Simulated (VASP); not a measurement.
Here is a VASP 6.6.1 calculation.

INCAR

```
ALGO = Normal
EDIFF = 1E-6
EDIFFG = -0.01
ENCUT = 600
GGA = PS
IBRION = 2
ISIF = 3
ISMEAR = 0
KPAR = 8
LASPH = True
LCHARG = False
LREAL = False
LWAVE = False
NELM = 80
NSW = 90
PREC = Accurate
SIGMA = 0.03
```

The input KPOINTS:

```
k-points
0
Gamma
  8 8 8
```

File POSCAR:

```
TePb
1.0
    0.0000000000      3.2310000000      3.2310000000
    3.2310000000      0.0000000000      3.2310000000
    3.2310000000      3.2310000000      0.0000000000
Te Pb
1 1
Direct
    0.5000000000      0.5000000000      0.5000000000
    0.0000000000      0.0000000000      0.0000000000
```

Potentials or basis: VASP PAW PBE potentials, release 64 (Te, Pb_d).

Launch:

```sh
$ cat potpaw_PBE.64/Te/POTCAR potpaw_PBE.64/Pb_d/POTCAR > POTCAR
$ mpirun -np 8 vasp_std > vasp.out
```

(1) Estimate the space group after relaxing (to 0.05 Å).

(2) Estimate the band gap on the k mesh.

Results:

(1) Fm-3m (No. 225).

(2) 0.65 eV, direct.

Caveat: spin-orbit coupling is left out, which as a rule narrows the gap of such compounds by several tenths of an eV.
